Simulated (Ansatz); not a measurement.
A (001) slab of Hf$_{2}$S (P6_3/mmc (No. 194)), 12 planes, outer planes Hf (top) and Hf (bottom), with 12 atoms (Hf8S4) in a surface cell of A = 9.699 Å², as cut from the bulk:

```
CELL_PARAMETERS angstrom
3.34653 0.00000 0.00000
-1.67327 2.89818 0.00000
0.00000 0.00000 35.96338
ATOMIC_POSITIONS crystal
Hf 0.33333 0.66667 0.20855
S 0.00000 0.00000 0.25675
Hf 0.33333 0.66667 0.30495
Hf 0.66667 0.33333 0.37071
S 0.00000 0.00000 0.41892
Hf 0.66667 0.33333 0.46712
Hf 0.33333 0.66667 0.53288
S 0.00000 0.00000 0.58108
Hf 0.33333 0.66667 0.62929
Hf 0.66667 0.33333 0.69505
S 0.00000 0.00000 0.74325
Hf 0.66667 0.33333 0.79145
```

Level of theory: Ansatz, DFT PBEsol, scalar-relativistic, plane waves, PAW. Plane waves to 420 eV, a k mesh through Γ of 12×12×1 on the computed 12-atom cell and Gaussian smearing (0.10 eV); no spin polarisation. The cell repeats along c with a dipole correction in the vacuum.

Against the same 12 atoms in the bulk, the slab as cut lies 2.993 eV higher and the relaxed slab 2.970 eV higher.

Question: Work out the surface energy before and after relaxation.

Answer: The slab has two faces, so γ = (E_slab − N·E_bulk)/(2A), the mean of both. As cut: 2.993/(2 × 9.699) = 0.1543 eV/Å², and 1 eV/Å² = 16.02 J/m², so γ = 2.47 J/m². Relaxed: 2.970/(2 × 9.699) = 0.1531 eV/Å² = 2.45 J/m². Relaxation recovers 0.8 % of the cost of cutting.

Question: What is the ideal work of this cut, per area?

Answer: Griffith's ideal work is 2γ: 4.94 J/m² if the new faces stay rigid, 4.91 J/m² if they relax. Other cuts parallel to this plane can cost less. One thickness was run, 12 planes, so γ can still shift with it.